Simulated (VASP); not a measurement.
# SnTe (Fm-3m) in VASP: further runs, part 2 of 2

VASP 6.6.1. The steps go on from the part before.

## (4) Relaxation of cell and atoms, RPBE

File INCAR:

```
SYSTEM = SnTe
PREC = Accurate ; ENCUT = 600
EDIFF = 1E-7 ; ISMEAR = 0
SIGMA = 0.1 ; LREAL = .FALSE.
LASPH = .TRUE. ; NELM = 60
ALGO = Normal ; ISIF = 3
LWAVE = .FALSE. ; LCHARG = .FALSE.
GGA = RP ; IBRION = 2
NSW = 90 ; EDIFFG = -0.005
```

File KPOINTS:

```
regular mesh
0
G
  12 12 12
  0 0 0
```

File POSCAR:

```
SnTe
1.0
    0.0000000000      3.1858130700      3.1858130700
    3.1858130700      0.0000000000      3.1858130700
    3.1858130700      3.1858130700      0.0000000000
Sn Te
1 1
Direct
    0.0000000000      0.0000000000      0.0000000000
    0.5000000000      0.5000000000      0.5000000000
```

Potentials or basis: VASP PAW PBE potentials, release 64 (Sn_d, Te).

Launch:

```bash
$ cat potpaw_PBE.64/Sn_d/POTCAR potpaw_PBE.64/Te/POTCAR > POTCAR
$ mpirun -np 1 vasp_std > vasp.out
```

OUTCAR:

```text
SYSTEM = SnTe
   PREC = Accurate
   ENCUT = 600
   EDIFF = 1E-7
   ISMEAR = 0
   LREAL = .FALSE.
   LASPH = .TRUE.
   NELM = 60
   ISIF = 3
   GGA = RP
   IBRION = 2
   NSW = 90
   EDIFFG = -0.005

 ion  position               nearest neighbor table
   1  0.000  0.000  0.000-   2 3.19   2 3.19   2 3.19   2 3.19   2 3.19   2 3.19
   2  0.500  0.500  0.500-   1 3.19   1 3.19   1 3.19   1 3.19   1 3.19   1 3.19

  LATTYP: Found a face centered cubic cell.
 ALAT       =     6.3716261400

  Lattice vectors:

 A1 = (   0.0000000000,   3.1858130700,   3.1858130700)
 A2 = (   3.1858130700,   0.0000000000,   3.1858130700)
 A3 = (   3.1858130700,   3.1858130700,   0.0000000000)

Analysis of symmetry for initial positions (statically):
=====================================================================
 Subroutine PRICEL returns:
 Original cell was already a primitive cell.

 Routine SETGRP: Setting up the symmetry group for a
 face centered cubic supercell.

 Subroutine GETGRP returns: Found 48 space group operations
 (whereof 48 operations were pure point group operations)
 out of a pool of 48 trial point group operations.

The static configuration has the point symmetry O_h .

Analysis of symmetry for dynamics (positions and initial velocities):
=====================================================================
 Subroutine PRICEL returns:
 Original cell was already a primitive cell.

 Routine SETGRP: Setting up the symmetry group for a
 face centered cubic supercell.

 Subroutine GETGRP returns: Found 48 space group operations
 (whereof 48 operations were pure point group operations)
 out of a pool of 48 trial point group operations.

The dynamic configuration has the point symmetry O_h .

 Subroutine INISYM returns: Found 48 space group operations
 (whereof 48 operations are pure point group operations),
 and found     1 'primitive' translations

----------------------------------------------------------------------------------------

                                     Primitive cell

  volume of cell :      64.6682

  direct lattice vectors                    reciprocal lattice vectors
     0.000000000  3.185813070  3.185813070    -0.156945806  0.156945806  0.156945806
     3.185813070  0.000000000  3.185813070     0.156945806 -0.156945806  0.156945806
     3.185813070  3.185813070  0.000000000     0.156945806  0.156945806 -0.156945806

  length of vectors
     4.505420051  4.505420051  4.505420051     0.271838110  0.271838110  0.271838110

  position of ions in fractional coordinates (direct lattice)
     0.000000000  0.000000000  0.000000000
     0.500000000  0.500000000  0.500000000

  ion indices of the primitive-cell ions
   primitive index   ion index
                 1           1
                 2           2

----------------------------------------------------------------------------------------

 KPOINTS: regular mesh

Automatic generation of k-mesh.
 Grid dimensions read from file:
 generate k-points for:   12   12   12

 Generating k-lattice:
[... 53 lines left out ...]
   PREC   = accura    normal or accurate (medium, high low for compatibility)
   ISTART =      0    job   : 0-new  1-cont  2-samecut
   ICHARG =      2    charge: 1-file 2-atom 10-const
   ISPIN  =      1    spin polarized calculation?
   LNONCOLLINEAR =      F non collinear calculations
   LSORBIT =      F    spin-orbit coupling
   LASPH  =      T    aspherical Exc in radial PAW
   ENCUT  =  600.0 eV  44.10 Ry    6.64 a.u.   9.00  9.00  9.00*2*pi/ulx,y,z
   NELM   =     60;   NELMIN=  2; NELMDL= -5     # of ELM steps
   EDIFF  = 0.1E-06   stopping-criterion for ELM
   LREAL  =      F    real-space projection
   EDIFFG = -.5E-02   stopping-criterion for IOM
   NSW    =     90    number of steps for IOM
   IBRION =      2    ionic relax: 0-MD 1-quasi-New 2-CG
   NFREE  =      1    steps in history (QN), initial steepest desc. (CG)
   ISIF   =      3    stress and relaxation
   ISYM   =      2    0-nonsym 1-usesym 2-fastsym
   POTIM  = 0.5000    time-step for ionic-motion
   TEBEG  =    0.0;   TEEND  =   0.0 temperature during run
   PSTRESS=    0.0 pullay stress
   NELECT =      20.0000    total number of electrons
   NUPDOWN=      -1.0000    fix difference up-down
   EMIN   =  10.00;   EMAX   =-10.00  energy-range for DOS
   EFERMI =   0.00;   METHOD = LEGACY
   ISMEAR =     0;   SIGMA  =   0.10  broadening in eV -4-tet -1-fermi 0-gaus
   EFERMI_NEDOS =   21; number of points for ismear=-14 and -15
   IALGO  =     38    algorithm
   IMIX   =      4    mixing-type and parameters
     AMIX     =   0.40;   BMIX     =  1.00
     AMIX_MAG =   1.60;   BMIX_MAG =  1.00
  volume/ion in A,a.u.               =      32.33       218.20
  Fermi-wavevector in a.u.,A,eV,Ry     =   1.107103  2.092121 16.676337  1.225676
  Thomas-Fermi vector in A             =   2.243612
   LORBIT       =      0    0 simple, 1 ext, 2 COOP (PROOUT), +10 PAW based schemes
   GGA     = RP    functional components
   LHFCALC =     F    Hartree Fock is set to
   AEXX    =    0.0000 exact exchange contribution
   IVDW    =     0    specifies the selected vdW correction
   LEPSILON=     F    determine dielectric tensor
   LRPA    =     F    only Hartree local field effects (RPA)
 conjugate gradient relaxation of ions
 non-spin polarized calculation
 Gauss-broadening in eV      SIGMA  =   0.10
  energy-cutoff  :      600.00
  volume of cell :       64.67
 maximum number of plane-waves:      2180
   NGX = 17   NGY = 17   NGZ = 17

--------------------------------------- Ionic step        1  -------------------------------------------

 number of electron      20.0000002 magnetization

 Free energy of the ion-electron system (eV)
  ---------------------------------------------------
  ext. energy  EPLUGINS =         0.00000000
  ---------------------------------------------------
  free energy    TOTEN  =        -6.85420880 eV

  energy without entropy =       -6.85395282  energy(sigma->0) =       -6.85408081

------------------------ aborting loop because EDIFF is reached ----------------------------------------

  FORCE on cell =-STRESS in cart. coord.  units (eV):
  Direction    XX          YY          ZZ          XY          YZ          ZX
  --------------------------------------------------------------------------------------
  -------------------------------------------------------------------------------------
  Total        0.8514474      0.8514474      0.8514474      0.0000000     -0.0000000     -0.0000000
  in kB       21.0949036     21.0949036     21.0949036      0.0000000     -0.0000000     -0.0000000
  external PRESSURE =      21.0949036 kB  Pullay stress =       0.0000000 kB
[... 59 lines left out ...]
--------------------------------------- Ionic step        3  -------------------------------------------

 number of electron      20.0000002 magnetization

 Free energy of the ion-electron system (eV)
  ---------------------------------------------------
  ext. energy  EPLUGINS =         0.00000000
  ---------------------------------------------------
  free energy    TOTEN  =        -6.87578488 eV

  energy without entropy =       -6.87566291  energy(sigma->0) =       -6.87572390

 E-fermi :   6.0862     XC(G=0):  -8.9984

 val. band max:        5.9989379001   @ k =   0.5000   0.0000   0.0000
 cond. band min:       6.1734716754   @ k =   0.5000   0.0000   0.0000
 fundamental gap:      0.1745337753
 Fermi energy:         6.0862047247

 k-point     1 :       0.0000    0.0000    0.0000
  band No.  band energies     occupation
      1     -15.9115      2.00000
      2     -15.9115      2.00000
      3     -15.9115      2.00000
      4     -15.9104      2.00000
      5     -15.9104      2.00000
      6      -6.1354      2.00000
      7       1.1172      2.00000
      8       4.1225      2.00000
      9       4.1225      2.00000
     10       4.1225      2.00000
     11       9.2477      0.00000
     12       9.2477      0.00000
     13       9.2477      0.00000
     14      10.9633      0.00000
[... 377 lines left out ...]
      1     -15.9151      2.00000
      2     -15.9129      2.00000
      3     -15.9096      2.00000
      4     -15.9071      2.00000
      5     -15.9063      2.00000
      6      -4.9815      2.00000
      7      -1.6211      2.00000
      8       2.9073      2.00000
      9       4.0071      2.00000
     10       4.7869      2.00000
     11       7.2209      0.00000
     12       7.2560      0.00000
     13       8.9490      0.00000
     14      12.6205      0.00000

 [... further k-points ...]

------------------------ aborting loop because EDIFF is reached ----------------------------------------

  FORCE on cell =-STRESS in cart. coord.  units (eV):
  Direction    XX          YY          ZZ          XY          YZ          ZX
  --------------------------------------------------------------------------------------
  -------------------------------------------------------------------------------------
  Total       -0.0001621     -0.0001621     -0.0001621     -0.0000000      0.0000000      0.0000000
  in kB       -0.0038140     -0.0038140     -0.0038140     -0.0000000      0.0000000      0.0000000
  external PRESSURE =      -0.0038140 kB  Pullay stress =       0.0000000 kB
[... 17 lines left out ...]
  FREE ENERGIE OF THE ION-ELECTRON SYSTEM (eV)
  ---------------------------------------------------
  free  energy   TOTEN  =        -6.8757848801 eV

  energy  without entropy=       -6.8756629141  energy(sigma->0) =       -6.87572390

 reached required accuracy - stopping structural energy minimisation
```

OSZICAR:

```text
N       E                     dE             d eps       ncg     rms          rms(c)
DAV:   1     0.130166933459E+03    0.13017E+03   -0.10497E+04  2028   0.179E+03
[... 31 lines left out ...]
DAV:   1    -0.688985751203E+01   -0.14726E-01   -0.31927E-01  2460   0.891E+00    0.666E-01
DAV:   2    -0.687863358990E+01    0.11224E-01   -0.18873E-02  2448   0.227E+00    0.291E-01
DAV:   3    -0.687586874587E+01    0.27648E-02   -0.86817E-03  2472   0.141E+00    0.613E-02
DAV:   4    -0.687581344798E+01    0.55298E-04   -0.21720E-04  2084   0.161E-01    0.515E-02
DAV:   5    -0.687578497838E+01    0.28470E-04   -0.40461E-05  2636   0.517E-02    0.117E-02
DAV:   6    -0.687578484460E+01    0.13378E-06   -0.33833E-06  2496   0.305E-02    0.285E-03
DAV:   7    -0.687578488009E+01   -0.35485E-07   -0.25128E-07  1996   0.446E-03
   3 F= -.68757849E+01 E0= -.68757239E+01  d E =-.215761E-01
```

Wall time 62 s (1 thread of Intel Xeon 6975P-C (Granite Rapids), shared host); peak memory 0.28 GiB.

What came out:

```
Free energy                            : -6.8758 eV
Relaxed volume                         : 34.05 Å³/atom
Relaxed cell                           : a = 4.584 Å, b = 4.584 Å, c = 4.584 Å, α = 60.00°, β = 60.00°, γ = 60.00°
Space group after relaxing (to 0.05 Å) : Fm-3m (No. 225)
Energy gained by relaxing              : 10.8 meV/atom
Ionic steps                            : 3
Pressure after relaxing                : 0.0 GPa
Band gap on the k mesh                 : 0.17 eV, direct
```

Step by step:
```csv
step,energy change (eV),largest force (eV/Å),pressure (GPa),volume (Å³)
1,0.0000,0.0000,2.11,64.67
2,-0.0209,0.0000,-0.32,68.74
3,-0.0216,0.0000,0.00,68.10
```

Final structure:
```yaml
crystal:
  lattice:
    - [0.00000, 3.24121, 3.24121]
    - [3.24121, 0.00000, 3.24121]
    - [3.24121, 3.24121, 0.00000]
  atoms:
    - { symbol: Sn, position: [0.00000, 0.00000, 0.00000] }
    - { symbol: Te, position: [0.50000, 0.50000, 0.50000] }
```

Levels at points of the mesh, in eV from the valence-band top:
```
           k point  band 7  band 8  band 9  band 10  band 11  band 12  band 13  band 14
(0.00, 0.00, 0.00)   -4.88   -1.88   -1.88    -1.88     3.25     3.25     3.25     4.96
(0.50, 0.00, 0.00)   -7.83   -1.56   -1.56     0.00     0.17     0.56     0.56     7.73
(0.50, 0.50, 0.00)   -6.32   -4.93   -3.29    -3.29     2.61     4.60     4.60     5.87
```

Caveat: the PAW data sets were made with another functional, which shifts forces and pressure a little; spin-orbit coupling is left out, which moves the levels of the heavy elements.

## (5) Summary

| task | level | potentials or basis | cell | cutoff (eV) | gap on the mesh (eV) | pressure (GPa) | relaxed volume (Å³/atom) |
| --- | --- | --- | --- | --- | --- | --- | --- |
| single point | PBEsol | VASP PAW PBE potentials, release 64 (Sn_d, Te) | as given | 520 | 0.05 | -1.7 | - |
| relaxation of cell and atoms | PBEsol | VASP PAW PBE potentials, release 64 (Sn, Te) | relaxed | 580 | 0.16 | 0.0 | 31.09 |
| relaxation of cell and atoms | RPBE | VASP PAW PBE potentials, release 64 (Sn_d, Te) | relaxed | 600 | 0.17 | 0.0 | 34.05 |

Alike in all rows: no spin polarisation; k mesh 12 × 12 × 12; smearing gaussian 0.1 eV.

Caveats: the PAW data sets were made with another functional, which shifts forces and pressure a little; spin-orbit coupling is left out, which moves the levels of the heavy elements.

Total energies depend on the potentials used, so only differences within one code and one set of settings carry meaning.

## (6) How close it comes

Step 2. A measured gap of SnTe is 0.18 eV (direct; 300 K; a printed reference work, textbook); the calculated 0.05 eV misses it by -0.13 eV. Spin-orbit coupling on Sn, Te is left out. The value is that of PBEsol on a finite k mesh, which can miss the band edges, without temperature or zero-point motion. Semilocal functionals fall short of measured gaps as a rule. The cell is a database's relaxed one, not the measured one, which moves gaps too.
